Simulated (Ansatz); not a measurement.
# HgTe: how the settings move a single-point run

Aim: see which settings change the result for HgTe, by how much, and at what cost. The cell is built on a prototype (CsCl type) and needn't be the phase found in nature.

Program: Ansatz 0.2.0. Level of theory: reference: DFT, r2SCAN, plane waves, PAW. These are calculated values, not measurements.

1 further run of the same task is left out (it didn't finish).

### 1 The structure to begin with

It takes space group Pm-3m (No. 221, cubic). Conventional cell: a = 3.790 Å, b = 3.790 Å, c = 3.790 Å, α = 90.00°, β = 90.00°, γ = 90.00°. Around Hg (site symmetry m-3m) lie 8 Te at 3.28 Å. Te (site symmetry m-3m) is surrounded by 8 Hg at 3.28 Å.

Coordinates:

```xyz
2
Lattice="3.7903 0.0000 0.0000 0.0000 3.7903 0.0000 0.0000 0.0000 3.7903" Properties=species:S:1:pos:R:3 pbc="T T T"
Hg    0.0000    0.0000    0.0000
Te    1.8952    1.8952    1.8952
```

### 2 The reference run

input.yaml reads:

```yaml
crystal:
  lattice:
    - [3.7903382814, 0.0, 0.0]
    - [0.0, 3.7903382814, 0.0]
    - [0.0, 0.0, 3.7903382814]
  atoms:
    - { symbol: Hg, position: [0.0, 0.0, 0.0] }
    - { symbol: Te, position: [0.5, 0.5, 0.5] }
kpoints:
  mp_grid: { grid: [4, 4, 4] }
hamiltonian:
  xc: r2scan
scf:
  occupations: { method: fermi_dirac, width: 0.02 }
  n_extra_bands: 4
output:
  forces: true
  stress: true
  eigenvalues: true
```

Command:

```console
ansatz run input.yaml --threads 4 --pin off --max-ram 3686MiB --backend cpu --events-out ev --progress --plain --runs-dir out
```

### 3 The same system, input altered

input.yaml: that of step 2 with these lines changed.

```diff
@@ -15,2 +15,4 @@
   n_extra_bands: 4
+  mixing: { beta: 1.0 }
+  max_iter: 68
 output:
```

### 5 Variant: exchange pbe, correlation pbe, coeff 0.05

input.yaml: that of step 2 with these lines changed.

```diff
@@ -11,3 +11,3 @@
 hamiltonian:
-  xc: r2scan
+  xc: { exchange: pbe, correlation: pbe, exx: { coeff: 0.05 } }
 scf:
```

### 6 Variant: exchange pbe, correlation pbe, coeff 1.0, omega 0.3

input.yaml: that of step 2 with these lines changed.

```diff
@@ -11,3 +11,3 @@
 hamiltonian:
-  xc: r2scan
+  xc: { exchange: pbe, correlation: pbe, exx: { coeff: 1.0, omega: 0.3 } }
 scf:
```

### 7 Changing settings: exchange pbe, correlation pbe, coeff 0.2

input.yaml: that of step 2 with these lines changed.

```diff
@@ -11,3 +11,3 @@
 hamiltonian:
-  xc: r2scan
+  xc: { exchange: pbe, correlation: pbe, exx: { coeff: 0.2 } }
 scf:
```

(Steps that only read results are left out.)

What does the calculation give? Wanted: for each run, ending; energy change; pressure; gap; force.

As calculated:

| run | ending | energy change | pressure (GPa) | gap (eV) | force (eV/Å) | cycles | time |
| --- | --- | --- | --- | --- | --- | --- | --- |
| reference | converged | 0 | 0.1 | 0.00 | 0.00 | 7 | 1.7 s |
| 1: mixing.beta 1.0 | converged | 0.0 meV/atom | 0.1 | 0.00 | 0.00 | 6 | 1.6 s |
| 2: exchange pbe, correlation pbe, coeff 0.05 | converged | not comparable | 0.3 | 0.00 | 0.00 | 14 | 12 s |
| 3: exchange pbe, correlation pbe, coeff 1.0, omega 0.3 | converged | not comparable | -2.4 | 0.00 | 0.00 | 99 | 49 s |
| 4: exchange pbe, correlation pbe, coeff 0.2 | converged | not comparable | -0.9 | 0.00 | 0.00 | 21 | 13 s |

Residual by cycle in the longest SCF loop of each run; runs are numbered as in the table. The quantity is the density residual dr2, in eV.

| cycle | reference | run 1 | run 2 | run 3 | run 4 |
| --- | --- | --- | --- | --- | --- |
| 1 | 0.0452 | 0.0452 | 0.0124 | 0.256 | 0.0108 |
| 3 | 4.1e-4 | 3.5e-4 | 2.2e-4 | 0.323 | 2.0e-4 |
| 6 | 1.0e-7 | 9.0e-8 | 2.8e-8 | 9.0e-4 | 1.4e-8 |
| 8 | - | - | - | 1.1e-4 | 1.4e-11 |
| 11 | - | - | - | 1.6e-4 | - |
| 13 | - | - | - | 2.6e-4 | - |
| 16 | - | - | - | 6.4e-4 | - |
| 18 | - | - | - | 3.4e-4 | - |
| 21 | - | - | - | 0.00137 | - |
| 23 | - | - | - | 9.6e-4 | - |
| 26 | - | - | - | 0.00113 | - |
| 28 | - | - | - | 6.9e-6 | - |

«mixing.beta 1.0» leaves the energy as it was. Semilocal functionals close small gaps, so the missing gap need not be the real solid's. Of the variants the dearest is «exchange pbe, correlation pbe, coeff 1.0, omega 0.3» (49 s), the cheapest «mixing.beta 1.0» (1.6 s), on a shared host.
